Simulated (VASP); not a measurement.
# Ni₃Si: convergence, phonons at the zone centre

Ni₃Si, Pm-3m (no. 221), 4 atoms in the cell. PBE, zone-centre phonons; PAW potentials Ni, Si (PBE set). VASP 6.6.1.

Wanted: optical modes within 5 cm⁻¹.

Geometry: relaxed with this functional.

POSCAR:
```
SiNi3
1.0
    3.5060620055      0.0000000000      0.0000000000
    0.0000000000      3.5060620055      0.0000000000
    0.0000000000      0.0000000000      3.5060620055
Ni Si
3 1
Direct
    0.5000000000      0.5000000000      0.0000000000
    0.5000000000      0.0000000000      0.5000000000
    0.0000000000      0.5000000000      0.5000000000
    0.0000000000      0.0000000000      0.0000000000
```

The series start from Plane-wave cutoff (eV): 350; k mesh: 10x10x10; Smearing width (eV): 0.2; SCF threshold (eV): 1e-7; Precision mode: Accurate; Method: finite differences with symmetry (IBRION 6, NFREE 2, POTIM 0.015); Projectors in real space: False; Electronic algorithm: Normal. Each series keeps the choices made before it, and each single choice may use up half of a tolerance.

## Plane-wave cutoff (eV)

| Plane-wave cutoff (eV) | Optical modes, largest deviation (cm⁻¹) | SCF iterations | Time (s) |
|---|---|---|---|
| 220 | 24.6 | 73 | 153 |
| 270 | 0.6 | 69 | 192 |
| 310 | 0.3 | 70 | 157 |
| 350 | 0.4 | 70 | 182 |
| 400 | 0.4 | 70 | 195 |
| 490 (reference) | 0.0 | 70 | 378 |

Chosen: 270, the loosest value from which every tighter one stays within half of the tolerance.

## k mesh

| k mesh | Optical modes, largest deviation (cm⁻¹) | SCF iterations | Time (s) |
|---|---|---|---|
| 4x4x4 | 5.4 | 70 | 52 |
| 6x6x6 | 1.0 | 72 | 63 |
| 8x8x8 | 0.2 | 72 | 101 |
| 10x10x10 | 0.2 | 69 | 192 |
| 12x12x12 | 0.0 | 69 | 171 |
| 14x14x14 (reference) | 0.0 | 70 | 246 |

Chosen: 6x6x6.

## Smearing width (eV)

| Smearing width (eV) | Optical modes, largest deviation (cm⁻¹) | SCF iterations | Time (s) |
|---|---|---|---|
| 0.2 | 0.0 | 72 | 63 |
| 0.1 | 0.5 | 72 | 54 |
| 0.05 | 1.0 | 74 | 54 |
| 0.3 | 0.9 | 73 | 54 |

Chosen: 0.2; no other choice that stays within half of the tolerance saves 30 % of the time.

## SCF threshold (eV)

| SCF threshold (eV) | Optical modes, largest deviation (cm⁻¹) | SCF iterations | Time (s) |
|---|---|---|---|
| 0.0001 | 5.8 | 37 | 29 |
| 1e-5 | 2.3 | 46 | 36 |
| 1e-6 | 1.0 | 59 | 43 |
| 1e-7 | 0.1 | 72 | 63 |
| 1e-8 (reference) | 0.0 | 86 | 60 |

Chosen: 1e-5.

## Precision mode

| Precision mode | Optical modes, largest deviation (cm⁻¹) | SCF iterations | Time (s) |
|---|---|---|---|
| Accurate | 0.0 | 46 | 36 |
| Normal | 3.3 | 46 | 22 |
| Single | 9.2 | 49 | 32 |

Chosen: Accurate.

## Method

| Method | Optical modes, largest deviation (cm⁻¹) | SCF iterations | Time (s) |
|---|---|---|---|
| finite differences with symmetry (IBRION 6, NFREE 2, POTIM 0.015) | 0.0 | 46 | 36 |
| one displacement (NFREE 1) | 1.2 | 30 | 21 |
| four displacements (NFREE 4) | 1.7 | 85 | 68 |
| POTIM 0.005 | 5.1 | 38 | 29 |
| POTIM 0.04 | 1.6 | 56 | 42 |
| perturbation theory (IBRION 8) | 7.7 | 32 | 44 |

Chosen: one displacement (NFREE 1), the fastest of those that stay within half of the tolerance.

## Projectors in real space

| Projectors in real space | Optical modes, largest deviation (cm⁻¹) | SCF iterations | Time (s) |
|---|---|---|---|
| False | 0.0 | 30 | 21 |
| Auto | 4.5 | 30 | 38 |

Chosen: False.

## Electronic algorithm

| Electronic algorithm | Optical modes, largest deviation (cm⁻¹) | SCF iterations | Time (s) |
|---|---|---|---|
| Normal | 0.0 | 30 | 21 |
| Fast | 3.0 | 32 | 22 |
| All | 2.7 | 45 | 40 |

Chosen: Normal.

## All choices together

| Input | Optical modes, largest deviation (cm⁻¹) | Time (s) |
|---|---|---|
| program defaults, KSPACING-like mesh of 0.5 per A (naive) | 1.1 | 12 |
| chosen settings | 0.7 | 21 |
| reference settings throughout | 0.0 | 798 |

The tolerance is met.

Values of the reference run: Optical modes: 194.9, 194.9, 194.9, 222.1, 222.1, 222.1, 318.3, 318.3, 318.3 cm⁻¹.

## The input

INCAR:
```
  PREC = Accurate
  ENCUT = 270
  EDIFF = 1E-5
  ISMEAR = 1
  SIGMA = 0.2
  LREAL = F
  LASPH = T
  ALGO = Normal
  NELM = 120
  LWAVE = F
  LCHARG = F
  GGA = PE
  ISPIN = 2
  MAGMOM = 1 1 1 0
  LORBIT = 11
  LMAXMIX = 4
  IBRION = 6
  NFREE = 1
  POTIM = 0.015
  NSW = 1
  ISIF = 2
  KPAR = 4
```

KPOINTS:
```
Automatic mesh
0
Gamma
  6 6 6
  0 0 0
```

Commands:
```
cat potpaw_PBE.64/Ni/POTCAR potpaw_PBE.64/Si/POTCAR > POTCAR
mpirun -np 4 vasp_std > vasp.out
```

The naive input happens to agree within the tolerance here, in 12 s.

The chosen input took VASP 6.6.1 21 s on 4 cores (Intel Xeon Platinum 8259CL @ 2.50GHz (Skylake/Cascade Lake)), a shared host.

## An input that fails: forces noisier than the displacement

It runs to its end, but against the unchanged starting input it is off by 94.6 cm⁻¹ in the optical modes.

Changes against the starting input:
```
- EDIFF = 1e-07
- POTIM = 0.015
+ EDIFF = 0.01
+ POTIM = 0.002
```
